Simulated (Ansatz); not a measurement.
# AlNi: one input, then a changed one

The cell is COD entry 9008802, as deposited and not checked against the literature; nothing was relaxed.

First run: DFT, PBE, PAW with Ansatz's default frozen-core files, scalar-relativistic (Ansatz 0.2.0).

Command: `ansatz run input.yaml --threads 1 --pin off --max-ram 3072MiB --backend cpu --events-out ev --progress --plain --runs-dir out` The run took 6.5 s on 1 thread of Intel(R) Xeon(R) 6975P-C (Granite Rapids) (shared host), peak memory 0.51 GiB.

```yaml
crystal:
  lattice:
    - [2.881, 0.0, 0.0]
    - [0.0, 2.881, 0.0]
    - [0.0, 0.0, 2.881]
  atoms:
    - { symbol: Al, position: [0.0, 0.0, 0.0] }
    - { symbol: Ni, position: [0.5, 0.5, 0.5], spin: 1.5 }
magnetization:
  spin_polarized: true
kpoints:
  mp_grid: { grid: [14, 14, 14] }
scf:
  occupations: { method: fermi_dirac, width: 0.03 }
hamiltonian:
  xc: pbe
  pseudopotentials: { kind: paw }
output:
  forces: true
  stress: true
  eigenvalues: true
  efg: { contact_densities: true }
  write_density: true
  write_potential: true
  elf: true
  volumetric_format: npy
basis:
  ecutwfc: 500
```

Result: converged; pressure 2.08 GPa; moment 0.00 μB; 11 SCF iterations.

The input is then changed:

```diff
@@ -16,4 +16,6 @@
   xc: pbe
   pseudopotentials: { kind: paw }
+  dispersion: d3bjatm
+  hubbard: { sites: [{ species: Ni, l: d, u_eff: 3.0 }], double_counting: amf }
 output:
   forces: true
```

Problem. Predict the outcome of the changed run.

Solution. It converged; pressure -2.96 GPa; moment 0.00 μB; 17 SCF iterations.
